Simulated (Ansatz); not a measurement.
# ZnSe: pressure against volume

One table from this session's results is given with a row withheld; the runs are named, their logs left out.

Computed with Ansatz 0.2.0 (DFT PBE, scalar-relativistic, unless a step's input says otherwise).

**The structure to begin with**

It takes space group F-43m (No. 216, cubic). The conventional cell has a = 5.668 Å, b = 5.668 Å, c = 5.668 Å, α = 90.00°, β = 90.00°, γ = 90.00°. Zn (site symmetry -43m) is surrounded by 4 Se at 2.45 Å. Se (site symmetry -43m) is surrounded by 4 Zn at 2.45 Å.

Structure file:

```cif
data_structure
_symmetry_space_group_name_H-M 'P 1'
_symmetry_Int_Tables_number 1
_cell_length_a 4.0076
_cell_length_b 4.0076
_cell_length_c 4.0076
_cell_angle_alpha 60.000
_cell_angle_beta 60.000
_cell_angle_gamma 60.000
_cell_volume 45.51
loop_
_atom_site_label
_atom_site_type_symbol
_atom_site_fract_x
_atom_site_fract_y
_atom_site_fract_z
_atom_site_occupancy
Zn1 Zn 0.00000 0.00000 0.00000 1
Se1 Se 0.75000 0.75000 0.75000 1
```

The cell is a deposited one (Crystallography Open Database entry 9008857); the temperature and pressure of the measurement aren't taken into account, and nothing was relaxed.

Atoms are numbered in the order of the input: Zn1, Se2.

The first run:

File input.yaml:

```yaml
crystal:
  lattice:
    - [0.0, 2.7764432175, 2.7764432175]
    - [2.7764432175, 0.0, 2.7764432175]
    - [2.7764432175, 2.7764432175, 0.0]
  atoms:
    - { symbol: Zn, position: [0.0, 0.0, 0.0] }
    - { symbol: Se, position: [0.75, 0.75, 0.75] }
kpoints:
  mp_grid: { grid: [8, 8, 8] }
scf:
  occupations: { method: fermi_dirac, width: 0.03 }
hamiltonian:
  xc: pbe
  pseudopotentials: { kind: all_electron, lapw: { basis_error: 0.001 } }
output:
  forces: true
  stress: true
  eigenvalues: true
```

On the command line:

```bash
$ ansatz run input.yaml --threads 1 --pin off --max-ram 3072MiB --backend cpu --events-out ev --progress --plain --runs-dir out
```

Among the steps run: Volume × 0.9405, LAPW; Volume × 0.9405, PAW; Volume × 0.9405, crystal datasets; Volume × 0.97, LAPW; Volume × 0.97, PAW; Volume × 1.03, LAPW; Volume × 1.03, PAW; Volume × 1.06, LAPW; Volume × 1.06, PAW; Volume × 1.06, crystal datasets.

One of the session's tables, all rows but one given; the rest of the session is left out.

| method | volume (Å³/atom) | pressure (GPa) | gap on the k mesh (eV) |
| --- | --- | --- | --- |
| LAPW | 21.403 | 6.76 | 1.54 |
| LAPW | 22.074 | 4.27 | 1.41 |
| LAPW | 22.757 | 2.12 | 1.29 |
| LAPW | 23.439 | 0.29 | 1.17 |
| LAPW | 24.122 | ? | ? |
| PAW | 21.403 | 6.74 | 1.54 |
| PAW | 22.074 | 4.26 | 1.41 |
| PAW | 22.757 | 2.10 | 1.29 |
| PAW | 23.439 | 0.27 | 1.17 |
| PAW | 24.122 | -1.28 | 1.06 |
| crystal datasets | 21.403 | 6.75 | 1.54 |
| crystal datasets | 22.757 | 2.12 | 1.29 |
| crystal datasets | 24.122 | -1.27 | 1.06 |

Estimate the missing values for LAPW, 24.122.

As computed: pressure (GPa): -1.26; gap on the k mesh (eV): 1.06. In the column «pressure (GPa)» it lies between crystal datasets, 24.122 (-1.27) and PAW, 23.439 (0.27).

Limits of these values: These are semilocal Kohn-Sham gaps, which aren't the measured quantity. Warnings in the runs' records: crystal datasets made.
